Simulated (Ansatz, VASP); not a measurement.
**Two plane-wave programs on PtSe**

```
Pt Se
1.0
     0.00000    2.64397    2.64397
     2.64397    0.00000    2.64397
     2.64397    2.64397    0.00000
Pt Se
1 1
Direct
  0.00000 0.00000 0.00000
  0.50000 0.50000 0.50000
```

Alike in both runs: functional PBE; k mesh 11 × 11 × 11; occupations fermi-dirac, width 0.03 eV; no spin polarisation.

Ansatz relaxed the structure, and its values are those at the end. VASP's run is a single point on that final structure, the one shown.

|  | VASP | Ansatz |
| --- | --- | --- |
| version | VASP 6.6.1 | Ansatz 0.2.0 |
| potentials or method | VASP PAW PBE potentials, release 64 (Pt, Se) | PAW with Ansatz's default frozen-core files, scalar-relativistic |
| plane-wave cutoff (eV) | 520 | 420 |
| valence electrons in the cell | 16 | 34 |

|  | VASP | Ansatz | Ansatz less VASP |
| --- | --- | --- | --- |
| pressure (GPa) | -0.1 | 0.0 | +0.06 |

The two sets of potentials don't hold the same shells in valence.

Spin-orbit coupling is left out, which matters for the levels of Pt.
